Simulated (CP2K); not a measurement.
Runs of CP2K 2026.2 on Ta. The structure is cubic, space group Im-3m (No. 229). The conventional cell has a = 3.303 Å, b = 3.303 Å, c = 3.303 Å, α = 90.00°, β = 90.00°, γ = 90.00°. Ta (site symmetry m-3m) has 8 Ta at 2.86 Å as nearest neighbours. 

```tsv
task	level	potentials or basis	smearing	EPS_DEFAULT	NGRIDS	basis sets	potentials	points a segment of the path (NPOINTS)	gap on the mesh (eV)	pressure (GPa)
band structure	LDA	GTH_POTENTIALS Ta GTH-PADE-q13; TZVP-MOLOPT-PBE-GTH basis	fermi-dirac 0.0259 eV	1.0E-9	5	Ta TZVP-MOLOPT-PBE-GTH-q13	Ta GTH-PADE-q13 of GTH_POTENTIALS	10	none	(a)
band structure	TB-mBJ	POTENTIAL_UZH Ta GTH-PBE-q13; TZVP-MOLOPT-PBE-GTH basis	fermi-dirac 0.05 eV	1.0E-9	5	Ta TZVP-MOLOPT-PBE-GTH-q13	Ta GTH-PBE-q13 of POTENTIAL_UZH	10	none	-
band structure	r2SCAN	POTENTIAL_UZH Ta GTH-SCAN-q13; TZVP-MOLOPT-SCAN-GTH basis	fermi-dirac 0.05 eV	1.0E-10	5	Ta TZVP-MOLOPT-SCAN-GTH-q13	Ta GTH-SCAN-q13 of POTENTIAL_UZH	6	none	-4.7
band structure	PBEsol	POTENTIAL_UZH Ta GTH-PBE-q13; TZVP-MOLOPT-PBE-GTH basis	fermi-dirac 0.0259 eV	1.0E-9	4	Ta TZVP-MOLOPT-PBE-GTH-q13	Ta GTH-PBE-q13 of POTENTIAL_UZH	8	none	-4.3
```

Alike in all rows: no spin polarisation; cell as given; k mesh 11 × 11 × 11.

Task: Estimate the missing entries.

Result: (a) -13.3.

Caveats: spin-orbit coupling is left out, which moves the levels of the heavy elements; the basis of atomic orbitals isn't converged, which shifts pressures, moduli and gaps; the potentials were made for another functional, which shifts forces and pressure (some runs); this is a model potential without an energy functional, so only levels have meaning (some runs).

A k mesh can miss the band edges, and the runs leave out spin-orbit coupling on Ta.

A gap of «none» marks a metal or a gap under the smearing width.

Runs at the PBE level aren't shown here.
